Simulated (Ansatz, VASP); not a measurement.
# CdS (Greenockite): VASP beside Ansatz, part 2 of 2

One calculation is typed for both programs; each brings its own data sets and cutoff. How far apart do they land?

VASP 6.6.1 and Ansatz 0.2.0.

So far. Step 4 (Comparison): The walks stopped with 0.00 GPa left in Ansatz and -0.01 GPa in VASP; each walk ends within a tolerance, so the volume difference is uncertain by about these residues over the bulk modulus, most in soft cells.

The database entry behind the starting cell differs from later determinations by our own check (about 0.35 % long), so it need not match the best structure at ambient conditions.

## (5) VASP: relaxation of cell and atoms, revPBE with D3(BJ)

Level of this step: revPBE with D3(BJ); plane waves and PAW (Cd, S) (VASP).

The relaxed volume is the usual yardstick between codes: its relative difference is about their pressure difference at one cell divided by the bulk modulus.

The input, INCAR:

```
SYSTEM = CdS
PREC = Accurate
ENCUT = 520
EDIFF = 1E-06
NELM = 100
ISMEAR = -1
SIGMA = 0.05
LREAL = .FALSE.
ALGO = Normal
GGA = RE
IVDW = 12
NBANDS = 24
LORBIT = 11
LWAVE = .FALSE.
LCHARG = .FALSE.
KPAR = 4
IBRION = 2
NSW = 60
ISIF = 3
EDIFFG = -0.01
```

The input, POSCAR:

```
CdS
1.0
    4.1500000000      0.0000000000      0.0000000000
   -2.0750000000      3.5940054257      0.0000000000
    0.0000000000      0.0000000000      6.7370000000
Cd S
2 2
Direct
    0.3333333333      0.6666666667      0.0000000000
    0.6666666667      0.3333333333      0.5000000000
    0.3333333333      0.6666666667      0.3750000000
    0.6666666667      0.3333333333      0.8750000000
```

The input, KPOINTS:

```
Automatic mesh
0
Gamma
7 7 4
0 0 0
```

The projector-augmented-wave data sets are Cd and S (PBE family, release 64).

Launch:

```
$ mpirun -np 4 vasp_std
```

Numbers of over 12 decimals in the logs are rounded to 6 here.

Log:

```text
[banner, memory and clock lines left out]
running    4 mpi-ranks, on    1 nodes
[...]
|                                                                             |
|               ----> ADVICE to this user running VASP <----                  |
|                                                                             |
|     You enforced a specific xc type in the INCAR file but a different       |
|     [... a line on the potential file left out ...]
|     I HOPE YOU KNOW WHAT YOU ARE DOING!                                     |
|                                                                             |

 LDA part: xc-table for (Slater+PW92), standard interpolation
 POSCAR, INCAR and KPOINTS ok, starting setup
[...]
entering main loop
       N       E                     dE             d eps       ncg     rms          rms(c)
DAV:   1     0.251403773577E+03    0.25140E+03   -0.17840E+04  1152   0.138E+03
DAV:   2     0.424061624094E+00   -0.25098E+03   -0.24386E+03  1352   0.339E+02
[...]
DAV:   5    -0.110865067676E+02    0.15395E-04   -0.13154E-04  1432   0.120E-01    0.371E-02
DAV:   6    -0.110865125146E+02   -0.57470E-05   -0.16765E-05  1304   0.332E-02    0.158E-02
DAV:   7    -0.110865124915E+02    0.23148E-07   -0.18350E-06   976   0.149E-02
   2 F= -.13433266E+02 E0= -.13433266E+02  d E =-.128943E-02
 trial-energy change:   -0.001289  1 .order   -0.001259   -0.003265    0.000746
 step:   0.8206(harm=  0.8140)  dis= 0.00269  next Energy=   -13.433333 (dE=-0.136E-02)
[...]
N       E                     dE             d eps       ncg     rms          rms(c)
DAV:   1    -0.110897972192E+02   -0.32847E-02   -0.23425E-02  1152   0.122E+00    0.171E-01
DAV:   2    -0.110894239210E+02    0.37330E-03   -0.12896E-03  1336   0.395E-01    0.653E-02
DAV:   3    -0.110893569402E+02    0.66981E-04   -0.12256E-04  1368   0.910E-02    0.494E-02
DAV:   4    -0.110893362826E+02    0.20658E-04   -0.25098E-05  1360   0.375E-02    0.113E-02
DAV:   5    -0.110893341258E+02    0.21568E-05   -0.42467E-06  1240   0.213E-02    0.646E-03
DAV:   6    -0.110893336979E+02    0.42787E-06   -0.48315E-07   656   0.594E-03
   3 F= -.13433329E+02 E0= -.13433329E+02  d E =-.135261E-02
[...]
reached required accuracy - stopping structural energy minimisation
```

Parts of OUTCAR (step 5):

```text
 Edisp (eV)   -2.34675

 Edisp (eV)   -2.34400

  Total       0.00478     0.00478     0.00653     0.00000     0.00000     0.00000
  in kB       0.07662     0.07662     0.10464     0.00000     0.00000     0.00000
  external pressure =        0.09 kB  Pullay stress =        0.00 kB

 POSITION                                       TOTAL-FORCE (eV/Angst)
 -----------------------------------------------------------------------------------
     -0.00000      2.38889      6.74294        -0.000000      0.000000     -0.004129
      2.06884      1.19444      3.37012         0.000000     -0.000000     -0.004129
     -0.00000      2.38889      2.53230        -0.000000     -0.000000      0.004129
      2.06884      1.19444      5.90512         0.000000      0.000000      0.004129
 -----------------------------------------------------------------------------------
    total drift:                               -0.000000     -0.000000     -0.000809

  FREE ENERGIE OF THE ION-ELECTRON SYSTEM (eV)
  ---------------------------------------------------
  free  energy   TOTEN  =       -13.4333294432 eV

  energy  without entropy=      -13.4333294025  energy(sigma->0) =      -13.43332942

[... 2 parts as in an earlier step ...]

[... 2 further parts left out ...]
[key lines of the parts left out:]
E-fermi :   2.0380
```

## (6) Ansatz: relaxation of cell and atoms, revPBE with D3(BJ)

The same cell, functional, mesh and smearing now go to Ansatz, which takes its cutoff from its data sets.

The input, input.yaml:

```yaml
crystal:
  lattice:
    - [4.15, 0.0, 0.0]
    - [-2.075, 3.5940054257, 0.0]
    - [0.0, 0.0, 6.737]
  atoms:
    - { symbol: Cd, position: [0.3333333333, 0.6666666667, 0.0] }
    - { symbol: Cd, position: [0.6666666667, 0.3333333333, 0.5] }
    - { symbol: S, position: [0.3333333333, 0.6666666667, 0.375] }
    - { symbol: S, position: [0.6666666667, 0.3333333333, 0.875] }
hamiltonian:
  xc: revpbe
  pseudopotentials: { kind: paw }
  dispersion: d3bj
kpoints:
  mp_grid: { grid: [7, 7, 4] }
scf:
  occupations: { method: fermi_dirac, width: 0.05 }
relax:
  f_tol: 0.01
  max_steps: 60
  cell: { stress_tol: 0.05 }
output:
  forces: true
  stress: true
  write_density: true
  write_potential: true
  elf: true
  volumetric_format: npy
```

Launch:

```
$ ansatz run input.yaml --threads 4 --pin off --max-ram 9216MiB --backend cpu --events-out ev --progress --plain --runs-dir out
```

Log:

```text
[...]
Crystal: 4 atoms, lattice volume = 100.483 Å³
Basis set: ecut = 420 eV, 1973 PW (Γ), exchange–correlation on 60×60×96 points (8 copies of the dense FFT grid, shifted against one another)
Bands: 32, of which v1, the nominal top of the filled ones, is band 26 counted from 1 (25 counted from 0)
Symmetry: 12 space group operations
[...]
k-points: 24 of 196 (time reversal used)
[...]
cell:  # Å, volume = 99.4314 Å³
    - [4.129634, 0.0, -3.4071645235019323e-18]
    - [-2.064817, 3.576368, 1.7035822617509617e-18]
    - [-5.5311005770722485e-18, 0, 6.732400]
  atoms:
    - { symbol: Cd, position: [0.333333, 0.666667, -0.000405284] }
    - { symbol: Cd, position: [0.666667, 0.333333, 0.499595] }
    - { symbol: S, position: [0.333333, 0.666667, 0.375405] }
    - { symbol: S, position: [0.666667, 0.333333, 0.875405] }
[key lines of the parts left out:]
SCF converged after 6 iterations
Free energy (F): -18334.715599 eV
Fermi energy:    7.677897 eV
P = ⅓ Tr σ = 0.0060 GPa (0.060 kbar)
```

It took 5.8 s on 4 threads of Arm Neoverse V2, shared host; peak memory 0.56 GiB; 21 s of CPU time.

## (7) Differences

What differs besides the data sets and the points named for the pairs above, as far as they apply: Ansatz makes its cores anew for this functional, VASP keeps those of its PBE data sets. Total energies have different zeros and are not compared.

Compared:

```csv
quantity,Ansatz,VASP,difference
volume (Å³),99.43,100.01,-0.58 %
"edge a after relaxation, in the typed setting (Å)",4.130,4.138,-0.20 %
"edge c after relaxation, in the typed setting (Å)",6.732,6.746,-0.20 %
```

The walks stopped with 0.01 GPa left in Ansatz and 0.01 GPa in VASP; each walk ends within a tolerance, so the volume difference is uncertain by about these residues over the bulk modulus, most in soft cells.

## (8) What came out

```json
{
 "difference in volume (relaxation of cell and atoms, PBE with D3(BJ))": "-0.62 %",
 "difference in volume (relaxation of cell and atoms, revPBE with D3(BJ))": "-0.58 %"
}
```

**Reading.** The difference in volume is -0.62 % (relaxation of cell and atoms, PBE with D3(BJ)), within the 1.2 % picked in this series as the mark of a large difference, as far as the stopping tolerances let one tell. How closely two codes agree says nothing of how well the functional describes the real material.

[Lines on the potential files, build, host, timing and source positions are cut from VASP's logs without a mark.]

[Logs are printed without paths, hosts, clocks, repeated set-up lines and the standing remarks that a program may print on its own settings, such as how far it seeks lower states.]

[Hosts, paths, dates, database ids (printed as entryN), source tags and the programs' standing remarks are cut or masked in the printed files.]
